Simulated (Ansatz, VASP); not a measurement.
# CdSe (Cadmoselite): VASP beside Ansatz, part 3 of 3

One calculation is typed for both programs; each brings its own data sets and cutoff. How far apart do they land? The cell is taken from a series of VASP runs on this material, whose earlier steps may have relaxed, scaled or displaced it; both programs get it as it stands.

VASP 6.6.1 and Ansatz 0.2.0.

So far. Step 3 (VASP: band structure, r2SCAN with rVV10): Spin-orbit coupling is off here; it would split degenerate levels, and it lifts a valence top of Se p states by about 0.1 eV. Step 4 (Comparison): Among the levels compared at these points, filled levels agree within 14 meV and empty ones within 23 meV. Ansatz's pressure holds a Pulay correction of 0.04 GPa; VASP's holds none.

**6. Ansatz: single point, r2SCAN with rVV10**

Level of this step: Ansatz beside VASP: Kohn-Sham DFT, plane waves, r2SCAN with rVV10 (Ansatz).

The same cell, functional, mesh and smearing now go to Ansatz, which takes its cutoff from its data sets.

The cell is taken from a series of VASP runs on this material, whose earlier steps may have relaxed, scaled or displaced it; both programs get it as it stands.

Contents of input.yaml:

```yaml
crystal:
  lattice:
    - [4.3156289234, 0.0, 0.0]
    - [-2.1578144617, 3.737444281, 0.0]
    - [0.0, 0.0, 7.0446329691]
  atoms:
    - { symbol: Cd, position: [0.3333333333, 0.6666666667, 0.0046907969] }
    - { symbol: Cd, position: [0.6666666667, 0.3333333333, 0.5046907969] }
    - { symbol: Se, position: [0.3333333333, 0.6666666667, 0.3803092031] }
    - { symbol: Se, position: [0.6666666667, 0.3333333333, 0.8803092031] }
hamiltonian:
  xc: r2scan
  pseudopotentials: { kind: paw }
  dispersion: rvv10
kpoints:
  mp_grid: { grid: [9, 9, 5] }
scf:
  occupations: { method: gaussian, width: 0.05 }
  n_extra_bands: 5
output:
  forces: true
  stress: true
  eigenvalues: true
  write_density: true
  write_potential: true
  elf: true
  volumetric_format: npy
```

Run with:

```console
ansatz run input.yaml --threads 2 --pin off --max-ram 4608MiB --backend cpu --events-out ev --progress --plain --runs-dir out
```

Numbers of over 12 decimals in the logs are rounded to 6 here.

Log:

```text
[...]
Crystal: 4 atoms, lattice volume = 113.626 Å³
Basis set: ecut = 500 eV, 2875 PW (Γ), exchange–correlation on 144×144×240 points (64 copies of the dense FFT grid, shifted against one another)
Bands: 41, of which v1, the nominal top of the filled ones, is band 36 counted from 1 (35 counted from 0)
Symmetry: 12 space group operations
[...]
k-point 0: bands = [... 32 lower, 6.2647, 6.9721, 7.0228, 7.0228, 8.1106, 9.6613, 13.3966, 13.3966, ... 1 higher]
  k-point 1: bands = [... 32 lower, 6.3320, 6.3320, 6.9447, 6.9447, 8.8551, 9.7241, 13.3344, 13.4461, ... 1 higher]
  k-point 2: bands = [... 32 lower, 6.5128, 6.5128, 6.7464, 6.7464, 9.6450, 9.8335, 13.0697, 13.6230, ... 1 higher]
  k-point 35: bands = [... 32 lower, 4.3645, 4.7840, 5.8252, 5.8252, 11.3235, 11.3235, 12.5696, 13.5085, ... 1 higher]
[key lines of the parts left out:]
SCF converged after 7 iterations
Free energy (F): -27489.257427 eV
Fermi energy:    7.567487 eV
P = ⅓ Tr σ = 0.0048 GPa (0.048 kbar)
```

Elapsed: 19 s, on 2 threads of Arm Neoverse V2, shared host; peak memory 0.73 GiB.

The run ends at a pressure of 0.00 GPa, with forces up to 3.1e-4 eV/Å.

**7. Side by side**

The two programs side by side:

```tsv
quantity	Ansatz	VASP	difference
pressure (GPa)	0.00	-0.02	+0.02
gap on the k mesh (eV)	1.088	1.075	+0.012
```

A gap on the mesh is an upper bound, since the band edges may lie between its points. Ansatz's pressure holds a Pulay correction of 0.04 GPa; VASP's holds none.

**8. VASP: band structure, r2SCAN with rVV10, spin-orbit coupling**

Levels along a path test the potential and the projectors away from the mesh points.

Contents of INCAR:

```
SYSTEM = CdSe
PREC = Accurate
ENCUT = 400
EDIFF = 1E-06
NELM = 100
ISMEAR = 0
SIGMA = 0.05
LREAL = .FALSE.
ALGO = Normal
METAGGA = R2SCAN
LUSE_VDW = .TRUE.
IVDW_NL = 2
BPARAM = 11.95
CPARAM = 0.0093
LASPH = .TRUE.
LNONCOLLINEAR = .TRUE.
MAGMOM = 0 0 0 0 0 0 0 0 0 0 0 0
NBANDS = 48
GGA_COMPAT = .FALSE.
LSORBIT = .TRUE.
LORBIT = 11
LWAVE = .FALSE.
LCHARG = .FALSE.
KPAR = 4
```

Contents of POSCAR:

```
CdSe
1.0
    4.3156289234      0.0000000000      0.0000000000
   -2.1578144617      3.7374442810      0.0000000000
    0.0000000000      0.0000000000      7.0446329691
Cd Se
2 2
Direct
    0.3333333333      0.6666666667      0.0046907969
    0.6666666667      0.3333333333      0.5046907969
    0.3333333333      0.6666666667      0.3803092031
    0.6666666667      0.3333333333      0.8803092031
```

Contents of KPOINTS:

```
Automatic mesh
0
Gamma
5 5 3
0 0 0
```

Contents of KPOINTS_OPT:

```
Line mode
16
Line-mode
Reciprocal
  0.00000000   0.00000000   0.00000000 GAMMA
  0.50000000   0.00000000   0.00000000 M

  0.50000000   0.00000000   0.00000000 M
  0.33333333   0.33333333   0.00000000 K

  0.33333333   0.33333333   0.00000000 K
  0.00000000   0.00000000   0.00000000 GAMMA

  0.00000000   0.00000000   0.00000000 GAMMA
  0.00000000   0.00000000   0.50000000 A

  0.00000000   0.00000000   0.50000000 A
  0.50000000   0.00000000   0.50000000 L

  0.50000000   0.00000000   0.50000000 L
  0.33333333   0.33333333   0.50000000 H

  0.33333333   0.33333333   0.50000000 H
  0.00000000   0.00000000   0.50000000 A

  0.50000000   0.00000000   0.50000000 L
  0.50000000   0.00000000   0.00000000 M

  0.33333333   0.33333333   0.00000000 K
  0.33333333   0.33333333   0.50000000 H
```

PAW data sets: Cd and Se (PBE family, release 64).

Run with:

```console
mpirun -np 4 vasp_ncl
```

Log:

```text
[... set-up lines as in an earlier step ...]
 entering main loop
       N       E                     dE             d eps       ncg     rms          rms(c)
Total rVV10 correction in eV:      1.1451387    44.2282166
Total rVV10 correction in eV:      1.1451387    44.2282166
Total rVV10 correction in eV:      1.1451387    44.2282166
Total rVV10 correction in eV:      1.1451387    44.2282166
DAV:   1     0.153936063456E+03    0.15394E+03   -0.15062E+04  1440   0.113E+03
DAV:   2    -0.672746293627E+02   -0.22121E+03   -0.21496E+03  1648   0.311E+02
DAV:   3    -0.803528976599E+02   -0.13078E+02   -0.13004E+02  1680   0.759E+01
DAV:   4    -0.804785522330E+02   -0.12565E+00   -0.12555E+00  1616   0.704E+00
DAV:   5    -0.804796965304E+02   -0.11443E-02   -0.11442E-02  1696   0.596E-01    0.841E+00
Total rVV10 correction in eV:      1.1542931    44.2282163
Total rVV10 correction in eV:      1.1542931    44.2282163
Total rVV10 correction in eV:      1.1542931    44.2282163
Total rVV10 correction in eV:      1.1542931    44.2282163
[...]
Total rVV10 correction in eV:      1.1792018    44.2282163
Total rVV10 correction in eV:      1.1792018    44.2282163
   1 F= -.70717186E+02 E0= -.70717186E+02  d E =-.785277E-14  mag=     0.0000     0.0000     0.0000
 Start KPOINTS_OPT (optional k-point list driver)
k-point batch [1-15\144]
       N       E                     dE             ncg
DAV:   1     0.448656333145E+03   -0.46054E+04     1456
DAV:   2    -0.292554716576E+04   -0.33742E+04     1640
DAV:   3    -0.311457966160E+04   -0.18903E+03     1744
DAV:   4    -0.311638389316E+04   -0.18042E+01     1632
DAV:   5    -0.311640183702E+04   -0.17944E-01     1712
DAV:   6    -0.311640217132E+04   -0.33430E-03     1648
DAV:   7    -0.311640218032E+04   -0.90008E-05     1480
DAV:   8    -0.311640218061E+04   -0.28608E-06     1104
[...]
k-point batch [136-144\144]
       N       E                     dE             ncg
DAV:   1     0.594108321299E+04   -0.86915E+04      864
DAV:   2     0.400395776359E+04   -0.19371E+04      992
DAV:   3     0.390180595226E+04   -0.10215E+03     1040
DAV:   4     0.390099326820E+04   -0.81268E+00      880
DAV:   5     0.390098788815E+04   -0.53800E-02      968
DAV:   6     0.390098781883E+04   -0.69318E-04      912
DAV:   7     0.390098781741E+04   -0.14239E-05      816
DAV:   8     0.390098781737E+04   -0.41223E-07      608
```

Parts of OUTCAR (step 8):

```text
  Total        0.0162027      0.0162027     -0.0331491      0.0000000      0.0000000      0.0000000
  in kB        0.2284650      0.2284650     -0.4674180      0.0000000      0.0000000      0.0000000
  external PRESSURE =      -0.0034960 kB  Pullay stress =       0.0000000 kB

 POSITION                                       TOTAL-FORCE (eV/Angst)
 -----------------------------------------------------------------------------------
     -0.00000      2.49163      0.03304         0.000000      0.000000      0.005307
      2.15781      1.24581      3.55536        -0.000000      0.000000      0.005307
     -0.00000      2.49163      2.67914         0.000000     -0.000000     -0.005307
      2.15781      1.24581      6.20146        -0.000000      0.000000     -0.005307
 -----------------------------------------------------------------------------------
    total drift:                               -0.000000      0.000000      0.008144

  FREE ENERGIE OF THE ION-ELECTRON SYSTEM (eV)
  ---------------------------------------------------
  free  energy   TOTEN  =       -70.7171856437 eV

  energy  without entropy=      -70.7171856437  energy(sigma->0) =      -70.71718564

 magnetization (x)
# of ion       s       p       d       tot
------------------------------------------
    1        0.000   0.000   0.000   0.000
    2       -0.000   0.000  -0.000  -0.000
    3        0.000  -0.000   0.000  -0.000
    4        0.000   0.000  -0.000   0.000
--------------------------------------------------
tot          0.000   0.000  -0.000   0.000

 magnetization (y)
# of ion       s       p       d       tot
------------------------------------------
    1        0.000   0.000   0.000   0.000
    2        0.000   0.000   0.000   0.000
    3        0.000   0.000   0.000   0.000
    4        0.000   0.000   0.000   0.000
--------------------------------------------------
tot          0.000   0.000   0.000   0.000

 magnetization (z)
# of ion       s       p       d       tot
------------------------------------------
    1        0.000   0.000   0.000   0.000
    2        0.000   0.000  -0.000  -0.000
    3        0.000  -0.000   0.000  -0.000
    4        0.000  -0.000   0.000  -0.000
--------------------------------------------------
tot          0.000  -0.000   0.000   0.000

[... 1 part as in an earlier step ...]

[... 2 further parts left out ...]
[key lines of the parts left out:]
E-fermi :   0.9255
```

The run ends at a pressure of 0.00 GPa, with forces up to 0.0053 eV/Å.

**9. Ansatz: band structure, r2SCAN with rVV10, spin-orbit coupling**

The same cell, functional, mesh and smearing now go to Ansatz, which takes its cutoff from its data sets.

The cell is taken from a series of VASP runs on this material, whose earlier steps may have relaxed, scaled or displaced it; both programs get it as it stands.

Contents of input.yaml:

```yaml
crystal:
  lattice:
    - [4.3156289234, 0.0, 0.0]
    - [-2.1578144617, 3.737444281, 0.0]
    - [0.0, 0.0, 7.0446329691]
  atoms:
    - { symbol: Cd, position: [0.3333333333, 0.6666666667, 0.0046907969] }
    - { symbol: Cd, position: [0.6666666667, 0.3333333333, 0.5046907969] }
    - { symbol: Se, position: [0.3333333333, 0.6666666667, 0.3803092031] }
    - { symbol: Se, position: [0.6666666667, 0.3333333333, 0.8803092031] }
hamiltonian:
  xc: r2scan
  pseudopotentials: { kind: paw_fr }
  dispersion: rvv10
magnetization:
  noncollinear: true
  spin_orbit: true
kpoints:
  mp_grid: { grid: [5, 5, 3] }
  band_path:
    path:
      - [0.0, 0.0, 0.0]
      - [0.13333, 0.0, 0.0]
      - [0.3, 0.0, 0.0]
      - [0.46667, 0.0, 0.0]
      - [0.46667, 0.06667, 0.0]
      - [0.41111, 0.17778, 0.0]
      - [0.35556, 0.28889, 0.0]
      - [0.28889, 0.28889, 0.0]
      - [0.17778, 0.17778, 0.0]
      - [0.06667, 0.06667, 0.0]
      - [0.0, 0.0, 0.03333]
      - [0.0, 0.0, 0.2]
      - [0.0, 0.0, 0.36667]
      - [0.0, 0.0, 0.5]
      - [0.16667, 0.0, 0.5]
      - [0.3, 0.0, 0.5]
      - [0.46667, 0.0, 0.5]
      - [0.46667, 0.06667, 0.5]
      - [0.41111, 0.17778, 0.5]
      - [0.35556, 0.28889, 0.5]
      - [0.28889, 0.28889, 0.5]
      - [0.17778, 0.17778, 0.5]
      - [0.06667, 0.06667, 0.5]
      - [0.5, 0.0, 0.46667]
      - [0.5, 0.0, 0.3]
      - [0.5, 0.0, 0.13333]
      - [0.33333, 0.33333, 0.0]
      - [0.33333, 0.33333, 0.16667]
      - [0.33333, 0.33333, 0.33333]
      - [0.33333, 0.33333, 0.5]
    npoints: 1
scf:
  occupations: { method: gaussian, width: 0.05 }
  n_extra_bands: 16
output:
  forces: true
  stress: true
  eigenvalues: true
```

Run with:

```console
ansatz run input.yaml --threads 2 --pin off --max-ram 4608MiB --backend cpu --events-out ev --progress --plain --runs-dir out
```

Log:

```text
[...]
non-collinear run that drives no moment, with spin-orbit: no starting moment large enough to seed its density (crystal.atoms[].spin), no starting occupations that ask for one, no magnetisation constraint and no magnetic field, so the semilocal B_xc is pinned to zero
Crystal: 4 atoms, lattice volume = 113.626 Å³
[...]
k-point 0: bands = [... 68 lower, 7.1137, 7.1137, 7.1442, 7.1442, 8.1150, 8.1150, 9.6624, 9.6624, ... 12 higher]
  k-point 1: bands = [... 68 lower, 6.7132, 6.7132, 6.9417, 6.9417, 9.4445, 9.4445, 9.8063, 9.8063, ... 12 higher]
  k-point 2: bands = [... 68 lower, 6.6055, 6.6161, 6.8252, 6.8496, 9.6410, 9.6492, 10.7659, 10.8029, ... 12 higher]
  k-point 9: bands = [... 68 lower, 5.4691, 5.4976, 5.9087, 5.9176, 10.8917, 10.9092, 11.5137, 11.5460, ... 12 higher]
[key lines of the parts left out:]
SCF converged after 8 iterations
Magnetization: |M| = 0.0000 μB,  M = (+0.0000, +0.0000, +0.0000) μB
Free energy (F): -27466.523394 eV
Fermi energy:    7.629599 eV
P = ⅓ Tr σ = -0.0100 GPa (-0.100 kbar)
```

Run time: 74 s. Hardware: 2 threads; peak memory 1.2 GiB.

**10. Side by side**

What differs besides the data sets and the points named for the pairs above, as far as they apply: spin-orbit coupling enters by fully relativistic files in Ansatz and inside the spheres in VASP; the data sets hold 72 valence electrons in Ansatz (fully relativistic PAW (standard-fr) files) and 36 in VASP. Total energies have different zeros and are not compared.

Compared:

```tsv
quantity	Ansatz	VASP	difference
pressure (GPa)	-0.01	0.00	-0.01
gap over the path points (eV)	0.971	0.957	+0.014
```

Levels at points of the path, from each program's valence-band top (eV; 8 filled, then empty):

```tsv
k (reciprocal lattice)	Ansatz	VASP
0.000 0.000 0.000	-0.76 -0.76 -0.37 -0.37 -0.03 -0.03 0.00 0.00 0.97 0.97 2.52 2.52 6.05 6.05	-0.77 -0.77 -0.37 -0.37 -0.03 -0.03 0.00 0.00 0.96 0.96 2.50 2.50 6.04 6.04
0.133 0.000 0.000	-1.17 -1.16 -1.06 -1.05 -0.38 -0.36 -0.16 -0.14 1.93 1.94 3.20 3.23 5.64 5.65	-1.17 -1.16 -1.07 -1.05 -0.38 -0.36 -0.17 -0.14 1.92 1.93 3.19 3.22 5.63 5.64
0.300 0.000 0.000	-2.61 -2.54 -1.64 -1.64 -0.87 -0.86 -0.59 -0.56 3.13 3.14 3.73 3.75 5.28 5.33	-2.62 -2.55 -1.65 -1.65 -0.87 -0.86 -0.59 -0.57 3.13 3.13 3.72 3.74 5.28 5.33
0.467 0.000 0.000	-2.81 -2.78 -1.97 -1.97 -1.44 -1.44 -0.85 -0.84 3.48 3.49 3.57 3.57 4.91 4.91	-2.83 -2.79 -1.98 -1.97 -1.45 -1.45 -0.85 -0.85 3.48 3.48 3.56 3.56 4.90 4.90
0.467 0.067 0.000	-2.79 -2.75 -2.08 -2.05 -1.50 -1.48 -0.96 -0.95 3.63 3.65 3.74 3.74 4.84 4.86	-2.81 -2.76 -2.09 -2.06 -1.51 -1.49 -0.97 -0.96 3.62 3.65 3.73 3.73 4.83 4.85
0.411 0.178 0.000	-2.89 -2.79 -2.37 -2.27 -1.67 -1.61 -1.41 -1.37 4.25 4.29 4.58 4.62 4.63 4.64	-2.90 -2.80 -2.38 -2.28 -1.68 -1.61 -1.42 -1.38 4.25 4.29 4.58 4.61 4.62 4.63
0.356 0.289 0.000	-3.17 -3.14 -2.16 -2.12 -1.92 -1.88 -1.74 -1.72 4.33 4.33 4.88 5.00 5.16 5.21	-3.19 -3.16 -2.17 -2.13 -1.93 -1.88 -1.75 -1.72 4.32 4.32 4.88 5.00 5.16 5.22
0.289 0.289 0.000	-3.05 -3.02 -2.33 -2.30 -1.76 -1.75 -1.61 -1.61 4.41 4.41 4.71 4.80 5.18 5.24	-3.06 -3.03 -2.34 -2.31 -1.77 -1.76 -1.62 -1.61 4.39 4.40 4.71 4.80 5.18 5.24
0.178 0.178 0.000	-2.71 -2.63 -1.92 -1.90 -0.97 -0.97 -0.78 -0.75 3.46 3.47 4.49 4.56 5.31 5.37	-2.72 -2.64 -1.93 -1.91 -0.97 -0.97 -0.78 -0.75 3.46 3.47 4.49 4.55 5.30 5.36
0.067 0.067 0.000	-1.12 -1.12 -0.89 -0.88 -0.35 -0.33 -0.14 -0.12 1.77 1.78 3.08 3.10 5.74 5.75	-1.13 -1.12 -0.90 -0.89 -0.35 -0.33 -0.14 -0.12 1.76 1.77 3.06 3.09 5.73 5.73
```

Among the levels compared at these points, filled levels agree within 13 meV and empty ones within 16 meV. Ansatz's pressure holds a Pulay correction of 0.04 GPa; VASP's holds none.

**11. Summary of results**

- difference in gap over the path points (band structure, r2SCAN with rVV10): 0.012 eV
- difference in gap on the k mesh (single point, r2SCAN with rVV10): 0.012 eV
- difference in gap over the path points (band structure, r2SCAN with rVV10, spin-orbit coupling): 0.014 eV

What this shows: The difference in gap over the path points is 0.014 eV (band structure, r2SCAN with rVV10, spin-orbit coupling), within the 0.08 eV picked in this series as the mark of a large difference. How closely two codes agree says nothing of how well the functional describes the real material.

[Lines on the potential files, build, host, timing and source positions are cut from VASP's logs without a mark.]

[Logs are printed without paths, hosts, clocks, repeated set-up lines and the standing remarks that a program may print on its own settings, such as how far it seeks lower states.]

[Hosts, paths, dates, database ids (printed as entryN), source tags and the programs' standing remarks are cut or masked in the printed files.]
